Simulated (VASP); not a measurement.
# SnTe (F-43m) in VASP: settings compared, part 2 of 4

VASP 6.6.1. The steps go on from the part before.

### Step 3. Phonons, PBEsol

Contents of POSCAR:

```
SnTe
1.0
    0.0000000000      3.6111460000      3.6111460000
    3.6111460000      0.0000000000      3.6111460000
    3.6111460000      3.6111460000      0.0000000000
Te Sn
1 1
Direct
    0.2500000000      0.2500000000      0.2500000000
    0.0000000000      0.0000000000      0.0000000000
```

Contents of INCAR.step1:

```
SYSTEM = SnTe
ALGO     = Normal         ! electronic algorithm
EDIFF    = 1E-8           ! SCF threshold, eV
EDIFFG   = -0.002         ! ionic threshold
ENCUT    = 600            ! plane-wave cutoff, eV
GGA      = PS             ! functional
IBRION   = 2              ! ionic algorithm
ISIF     = 3              ! what is computed and relaxed
ISMEAR   = 0              ! smearing method
LASPH    = .TRUE.         ! aspherical terms in the spheres
LCHARG   = .FALSE.        ! write CHGCAR
LREAL    = .FALSE.        ! projectors in reciprocal space
LWAVE    = .FALSE.        ! write WAVECAR
NELM     = 100            ! most SCF steps
NSW      = 40             ! ionic steps
PREC     = Accurate       ! precision mode
SIGMA    = 0.02           ! smearing width, eV
```

Contents of INCAR.step2:

```
SYSTEM = SnTe
ALGO     = Normal         ! electronic algorithm
EDIFF    = 1E-8           ! SCF threshold, eV
ENCUT    = 600            ! plane-wave cutoff, eV
GGA      = PS             ! functional
IBRION   = 8              ! ionic algorithm
ISIF     = 2              ! what is computed and relaxed
ISMEAR   = 0              ! smearing method
LASPH    = .TRUE.         ! aspherical terms in the spheres
LCHARG   = .FALSE.        ! write CHGCAR
LEPSILON = .TRUE.         ! dielectric tensor by DFPT
LREAL    = .FALSE.        ! projectors in reciprocal space
LWAVE    = .FALSE.        ! write WAVECAR
NELM     = 100            ! most SCF steps
NSW      = 1              ! ionic steps
PREC     = Accurate       ! precision mode
SIGMA    = 0.02           ! smearing width, eV
```

Contents of KPOINTS:

```
k-points
0
G
  8 8 8
  0 0 0
```

Potentials or basis: VASP PAW PBE potentials, release 64 (Te, Sn_d).

Started as:

```bash
> cat potpaw_PBE.64/Te/POTCAR potpaw_PBE.64/Sn_d/POTCAR > POTCAR
> cp INCAR.step1 INCAR
> mpirun -np 1 vasp_std > vasp.out
> cp CONTCAR POSCAR
> cp INCAR.step2 INCAR
> mpirun -np 1 vasp_std > vasp.out
```

OUTCAR:

```text
SYSTEM = SnTe
   EDIFF = 1E-8
   ENCUT = 600
   GGA = PS
   IBRION = 8
   ISIF = 2
   ISMEAR = 0
   LASPH = .TRUE.
   LEPSILON = .TRUE.
   LREAL = .FALSE.
   NELM = 100
   NSW = 1
   PREC = Accurate

 ion  position               nearest neighbor table
   1  0.250  0.250  0.250-   2 3.07   2 3.07   2 3.07   2 3.07
   2  0.000  0.000  0.000-   1 3.07   1 3.07   1 3.07   1 3.07

  LATTYP: Found a face centered cubic cell.
 ALAT       =     7.0791487884

  Lattice vectors:

 A1 = (   0.0000000000,   3.5395743942,   3.5395743942)
 A2 = (   3.5395743942,   0.0000000000,   3.5395743942)
 A3 = (   3.5395743942,   3.5395743942,   0.0000000000)

Analysis of symmetry for initial positions (statically):
[... 5 lines left out ...]
 face centered cubic supercell.

 Subroutine GETGRP returns: Found 24 space group operations
 (whereof 24 operations were pure point group operations)
 out of a pool of 48 trial point group operations.

The static configuration has the point symmetry T_d .

Analysis of symmetry for dynamics (positions and initial velocities):
[... 5 lines left out ...]
 face centered cubic supercell.

 Subroutine GETGRP returns: Found 24 space group operations
 (whereof 24 operations were pure point group operations)
 out of a pool of 48 trial point group operations.

The dynamic configuration has the point symmetry T_d .

 Subroutine INISYM returns: Found 24 space group operations
 (whereof 24 operations are pure point group operations),
[... 656 lines left out ...]
  x     0.00000     0.00000    -0.00000     0.00000    -5.54590     0.00000
  y    -0.00000    -0.00000     0.00000     0.00000     0.00000    -5.54590
  z     0.00000    -0.00000     0.00000    -5.54590     0.00000     0.00000

 PIEZOELECTRIC TENSOR (including local field effects)  for field in x, y, z        (C/m^2)
          XX          YY          ZZ          XY          YZ          ZX
  --------------------------------------------------------------------------------
  x     0.00000     0.00000    -0.00000     0.00000    -1.00184     0.00000
  y    -0.00000    -0.00000     0.00000     0.00000     0.00000    -1.00184
  z     0.00000    -0.00000     0.00000    -1.00184     0.00000     0.00000

 BORN EFFECTIVE CHARGES (including local field effects) (in |e|, cummulative output)
 ---------------------------------------------------------------------------------
 ion    1
    1    -2.17301     0.00000    -0.00000
    2     0.00000    -2.17301     0.00000
    3    -0.00000     0.00000    -2.17301
 ion    2
    1     2.17301     0.00000     0.00000
    2     0.00000     2.17301    -0.00000
    3     0.00000    -0.00000     2.17301

 INTERNAL STRAIN TENSOR FOR ION    2 for displacements in x,y,z  (eV/Angst):
          X           Y           Z          XY          YZ          ZX
  --------------------------------------------------------------------------------
  x     0.00000     0.00000     0.00000     0.00000     4.67152     0.00000
  y     0.00000    -0.00000     0.00000     0.00000     0.00000     4.67152
  z     0.00000     0.00000     0.00000     4.67152     0.00000     0.00000

 SECOND DERIVATIVES (NOT SYMMETRIZED)
 ------------------------------------
               1X          1Y          1Z          2X          2Y          2Z
  1X    -2.763559    0.000000    0.000000    2.763559    0.000000    0.000000
  1Y     0.000000   -2.763559    0.000000    0.000000    2.763559    0.000000
  1Z     0.000000    0.000000   -2.763559    0.000000    0.000000    2.763559
  2X     2.755789    0.000000    0.000000   -2.755789    0.000000    0.000000
  2Y     0.000000    2.755789    0.000000    0.000000   -2.755789    0.000000
  2Z     0.000000    0.000000    2.755789    0.000000    0.000000   -2.755789

 Eigenvectors and eigenvalues of the dynamical matrix
 ----------------------------------------------------

   1 f  =    3.311622 THz    20.807532 2PiTHz  110.463807 cm-1    13.695760 meV
             X         Y         Z           dx          dy          dz
      1.769787  1.769787  1.769787     0.000000    0.694735   -0.000000
      0.000000  0.000000  0.000000    -0.000000   -0.719266   -0.000000
[... 21 lines left out ...]
   6 f/i=    0.002330 THz     0.014638 2PiTHz    0.077710 cm-1     0.009635 meV
             X         Y         Z           dx          dy          dz
      1.769787  1.769787  1.769787    -0.660620   -0.014343    0.284111
      0.000000  0.000000  0.000000    -0.638089   -0.013854    0.274421

--------------------------------------------------------------------------------------------------------

 MACROSCOPIC STATIC DIELECTRIC TENSOR IONIC CONTRIBUTION
 ------------------------------------------------------
           3.490972    -0.000000     0.000000
          -0.000000     3.490972    -0.000000
           0.000000    -0.000000     3.490972
 ------------------------------------------------------

 ELASTIC MODULI CONTR FROM IONIC RELAXATION (kBar)
 Direction    XX          YY          ZZ          XY          YZ          ZX
 --------------------------------------------------------------------------------
 XX          -0.0000      0.0000      0.0000      0.0000      0.0000      0.0000
 YY           0.0000     -0.0000      0.0000      0.0000      0.0000      0.0000
 ZZ           0.0000      0.0000     -0.0000     -0.0000      0.0000      0.0000
 XY           0.0000      0.0000     -0.0000   -137.8609      0.0000      0.0000
 YZ           0.0000      0.0000      0.0000      0.0000   -137.8609      0.0000
 ZX           0.0000      0.0000      0.0000      0.0000      0.0000   -137.8609
 --------------------------------------------------------------------------------

 PIEZOELECTRIC TENSOR IONIC CONTR  for field in x, y, z        (C/m^2)
          XX          YY          ZZ          XY          YZ          ZX
  --------------------------------------------------------------------------------
  x    -0.00000     0.00000     0.00000     0.00000     0.65278     0.00000
  y     0.00000    -0.00000    -0.00000    -0.00000     0.00000     0.65278
  z    -0.00000     0.00000     0.00000     0.65278     0.00000    -0.00000
```

OUTCAR.step1:

```text
SYSTEM = SnTe
   EDIFF = 1E-8
   EDIFFG = -0.002
   ENCUT = 600
   GGA = PS
   IBRION = 2
   ISIF = 3
   ISMEAR = 0
   LASPH = .TRUE.
   LREAL = .FALSE.
[... 699 lines left out ...]
  -------------------------------------------------------------------------------------
  Total        0.0013560      0.0013560      0.0013560     -0.0000000     -0.0000000     -0.0000000
  in kB        0.0244952      0.0244952      0.0244952     -0.0000000     -0.0000000     -0.0000000
  external PRESSURE =       0.0244952 kB  Pullay stress =       0.0000000 kB
[... 17 lines left out ...]
  FREE ENERGIE OF THE ION-ELECTRON SYSTEM (eV)
  ---------------------------------------------------
  free  energy   TOTEN  =        -7.6276893969 eV

  energy  without entropy=       -7.6275571502  energy(sigma->0) =       -7.62762327

 reached required accuracy - stopping structural energy minimisation
```

OSZICAR.step1:

```text
N       E                     dE             d eps       ncg     rms          rms(c)
DAV:   1     0.121603903949E+03    0.12160E+03   -0.10123E+04   824   0.157E+03
DAV:   2     0.324017650533E+01   -0.11836E+03   -0.11697E+03   860   0.336E+02
DAV:   3    -0.744449010143E+01   -0.10685E+02   -0.10633E+02  1028   0.100E+02
DAV:   4    -0.774303176685E+01   -0.29854E+00   -0.29843E+00   984   0.182E+01
[... 33 lines left out ...]
DAV:   5    -0.762768927892E+01    0.21989E-06   -0.59819E-07  1192   0.663E-03    0.276E-03
DAV:   6    -0.762768945854E+01   -0.17962E-06   -0.13421E-07   914   0.547E-03    0.442E-04
DAV:   7    -0.762768942875E+01    0.29789E-07   -0.62529E-09   640   0.714E-04    0.305E-04
DAV:   8    -0.762768939094E+01    0.37815E-07   -0.46998E-09   604   0.528E-04    0.881E-05
DAV:   9    -0.762768939692E+01   -0.59799E-08   -0.27005E-10   406   0.184E-04
   3 F= -.76276894E+01 E0= -.76276233E+01  d E =-.248600E-01
```

Wall time 10 min (1 thread of Intel Xeon 6975P-C (Granite Rapids), shared host); peak memory 0.57 GiB.

Results:

| Item | Value |
| --- | --- |
| Relaxed volume | 44.35 Å³/atom |
| Relaxed cell | a = 5.006 Å, b = 5.006 Å, c = 5.006 Å, α = 60.00°, β = 60.00°, γ = 60.00° |
| Space group after relaxing (to 0.05 Å) | F-43m (No. 216) |
| Electronic dielectric tensor (diagonal) | 15.21 |
| Born charges (mean of the diagonal) | Te -2.17; Sn +2.17 e |
| Highest phonon frequency at Γ, LO-TO splitting left out | 110 cm⁻¹ |

Step by step:
| step | energy change (eV) | largest force (eV/Å) | pressure (GPa) | volume (Å³) |
| --- | --- | --- | --- | --- |
| 1 | 0.0000 | 0.0000 | -1.37 | 94.18 |
| 2 | -0.0248 | 0.0000 | -0.04 | 88.81 |
| 3 | -0.0249 | 0.0000 | 0.00 | 88.69 |

Final structure:
```xyz
2
Lattice="0.0000 3.5396 3.5396 3.5396 0.0000 3.5396 3.5396 3.5396 0.0000" Properties=species:S:1:pos:R:3 pbc="T T T"
Te    1.7698    1.7698    1.7698
Sn    0.0000    0.0000    0.0000
```

Phonon frequencies in cm⁻¹ (negative: imaginary):
| q point | frequencies |
| --- | --- |
| (0.000, 0.000, 0.000) | 0 0 0 110 110 110 |

Electronic dielectric tensor:
```
15.21  0.00  0.00
 0.00 15.21  0.00
 0.00  0.00 15.21
```

Born effective charge tensors (e):
atom 1, Te
```
-2.17  0.00  0.00
 0.00 -2.17  0.00
 0.00  0.00 -2.17
```
atom 2, Sn
```
2.17 0.00 0.00
0.00 2.17 0.00
0.00 0.00 2.17
```

Caveat: the PAW data sets were made with another functional, which shifts forces and pressure a little.

[end of part 2 of 4]
